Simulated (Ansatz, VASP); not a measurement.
## CdSe in VASP and in Ansatz

```
CELL_PARAMETERS angstrom
0.00000 2.87893 2.87893
2.87893 0.00000 2.87893
2.87893 2.87893 0.00000
ATOMIC_POSITIONS crystal
Cd 0.00000 0.00000 0.00000
Se 0.75000 0.75000 0.75000
```

Alike in both runs: functional LDA; k mesh 6 × 6 × 6; no spin polarisation.

Ansatz relaxed the structure, and its values are those at the end. VASP's run is a single point on that final structure, the one shown.

|  | VASP | Ansatz |
| --- | --- | --- |
| version | VASP 6.6.1 | Ansatz 0.2.0 |
| potentials or method | VASP PAW LDA potentials, release 64 (Cd, Se) | PAW with Ansatz's default frozen-core files, scalar-relativistic |
| plane-wave cutoff (eV) | 520 | 420 |
| occupations | gaussian, width 0.01 eV | fixed |
| valence electrons in the cell | 18 | 36 |

|  | VASP | Ansatz | Ansatz less VASP |
| --- | --- | --- | --- |
| pressure (GPa) | 10.8 | 10.0 | -0.87 |

The two sets of potentials don't hold the same shells in valence.
